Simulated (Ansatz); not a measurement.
Runs of Ansatz 0.2.0 on CuCl2. It takes space group P4/mmm (No. 123, tetragonal). The conventional cell has a = 4.521 Å, b = 4.521 Å, c = 4.318 Å, α = 90.00°, β = 90.00°, γ = 90.00°. Around Cu (site symmetry 4/mmm) lie 4 Cl at 2.26 Å. Around Cl (site symmetry mmm) lie 2 Cu at 2.26 Å. Measurements of this composition are mostly on another form, of space group No. 12.

```csv
level,U,hubbard projectors,double counting,gap on the mesh (eV),pressure (GPa),relaxed volume (Å³/atom)
r2SCAN+U,Cu d U = 8 eV,ortho-atomic (the default),fll (the default),none,0.0,26.88
r2SCAN+U,Cu d U = 6 eV,ortho-atomic (the default),fll (the default),none,0.0,26.81
r2SCAN,-,-,-,none,0.0,(a)
r2SCAN+U,Cu d U = 5 eV,ortho-atomic (the default),fll (the default),none,0.0,26.82
r2SCAN+U,Cu d U = 4 eV,ortho-atomic (the default),fll (the default),none,0.0,26.84
r2SCAN+U,Cu d U = 3 eV,ortho-atomic (the default),fll (the default),none,0.0,26.86
r2SCAN+U,Cu d U = 2 eV,ortho-atomic (the default),fll (the default),none,0.0,(b)
r2SCAN+U,Cu d U = 1 eV,ortho-atomic (the default),fll (the default),none,0.0,(c)
```

Alike in all rows: task relaxation of cell and atoms; potentials or basis Ansatz PAW; no spin polarisation; cell relaxed; k mesh 6 × 6 × 6; cutoff (eV) 500; smearing fermi-dirac 0.05 eV.

Q: Fill in the values left out.

A: (a) 26.98; (b) 26.90; (c) 26.93.

Caveats: the plane-wave basis is chosen anew once the cell has moved, so the energies of steps on either side of that aren't comparable; an odd number of electrons without spin polarisation forces a metal; a magnetic or distorted state may lie lower; the run has no spin polarisation, though such a crystal can be magnetic; the PAW data sets come from PBE, with cores solved anew for the run's functional, which leaves a small shift of forces and pressure; U without spin polarisation on a metal has little footing (some runs); semilocal functionals often make such compounds metallic where correlation or magnetic order opens a gap, which also shifts bond lengths (some runs).

A gap of «none» marks a metal or a gap under the smearing width.
